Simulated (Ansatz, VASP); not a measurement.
Given: the input of a run of VASP 6.6.1 on Mg.

The input INCAR:

```
PREC = Accurate
ENCUT = 520
EDIFF = 1E-7
ISMEAR = -1
SIGMA = 0.05
LREAL = False
LASPH = True
NELM = 60
ALGO = Normal
ISIF = 2
LWAVE = False
LCHARG = False
GGA = PE
NBANDS = 7
```

Contents of KPOINTS:

```
Automatic mesh
0
Gamma
  10 10 9
```

File POSCAR:

```
Mg
1.0
    3.0502998005      0.0000000000      0.0000000000
   -1.5251499003      2.6416371164      0.0000000000
    0.0000000000      0.0000000000      3.0448375700
Mg
1
Direct
    0.0000000000      0.0000000000      0.0000000000
```

Potentials or basis: VASP PAW PBE potentials, release 64 (Mg).

Command:

```bash
$ cat potpaw_PBE.64/Mg/POTCAR > POTCAR
$ mpirun -np 1 vasp_std > vasp.out
```

**Question.** Translate it to Ansatz 0.2.0. Potentials there: Ansatz PAW.

**Answer.** As run (the cutoff follows the program's own potentials):

The input input.yaml:

```yaml
crystal:
  lattice:
    - [3.0502998005, 0.0, 0.0]
    - [-1.5251499003, 2.6416371164, 0.0]
    - [0.0, 0.0, 3.04483757]
  atoms:
    - { symbol: Mg, position: [0.0, 0.0, 0.0] }
hamiltonian:
  xc: pbe
  pseudopotentials: { kind: paw }
kpoints:
  mp_grid: { grid: [10, 10, 9] }
scf:
  occupations: { method: fermi_dirac, width: 0.05 }
output:
  forces: true
  stress: true
  eigenvalues: true
```

Potentials or basis: Ansatz PAW.

Command:

```console
$ ansatz run input.yaml --threads 2 --pin off --max-ram 5120MiB --backend cpu --events-out ev --progress --plain --runs-dir out
```

Both were run:

|  | VASP | Ansatz | Ansatz less VASP |
| --- | --- | --- | --- |
| gap on the k mesh at the Fermi level (eV) | none | none | - |
| pressure (GPa) | 1.1 | 1.2 | +0.08 |
| largest component of the traceless stress (GPa) | 0.79 | 0.81 | +0.017 |

A gap of «none» marks a metal or a gap that the smearing closes. The two sets of potentials don't hold the same shells in valence.
